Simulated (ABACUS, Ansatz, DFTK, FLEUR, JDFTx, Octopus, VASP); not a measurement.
## NiO: programs and potentials compared

```
CELL_PARAMETERS angstrom
0.00000 2.08590 2.08590
2.08590 0.00000 2.08590
2.08590 2.08590 0.00000
ATOMIC_POSITIONS crystal
Ni 0.00000 0.00000 0.00000
O 0.50000 0.50000 0.50000
```

Alike in all runs: task single point; functional PBE; k mesh 11 × 11 × 11; occupations fermi-dirac, width 0.05 eV; collinear spin, ferromagnetic start; no spin-orbit coupling. The measured crystal is an antiferromagnetic insulator; the state found here is the runs' own. Pressure is positive in compression and, in plane waves, holds the error of the finite cutoff.

| program and potentials | plane-wave cutoff (eV) | notes | pressure (GPa) | net moment per atom (μB) |
| --- | --- | --- | --- | --- |
| ABACUS, PseudoDojo NC SR 0.4.1 PBE standard, plane waves | 1333 | 12 valence electrons an atom on average | 6.06 | 0.92 |
| FLEUR, all-electron, FLAPW | - | - | - | ? |
| DFTK, PseudoDojo SR PBE 0.4.1 standard (PBE) | 1333 | 12 valence electrons an atom on average | 6.03 | 0.92 |
| VASP, PBE PAW files Ni, O, 520 eV | 520 | 8 valence electrons an atom on average | 5.08 | 0.84 |
| Ansatz, all-electron LAPW, scalar-relativistic | - | - | 6.27 | 0.89 |
| JDFTx, PseudoDojo-SR-PBE-0.5-standard | 1333 | 12 valence electrons an atom on average | 6.03 | 0.92 |
| Octopus, pseudodojo_pbe (PseudoDojo 0.5, PBE) | - | 12 valence electrons an atom on average | - | 0.92 |

Q: Estimate from the other rows what the run with FLEUR, all-electron, FLAPW gave.

A: Net moment per atom 0.87 μB. The other rows, which needn't bracket it: pressure 5.08 to 6.27; net moment per atom 0.84 to 0.92.
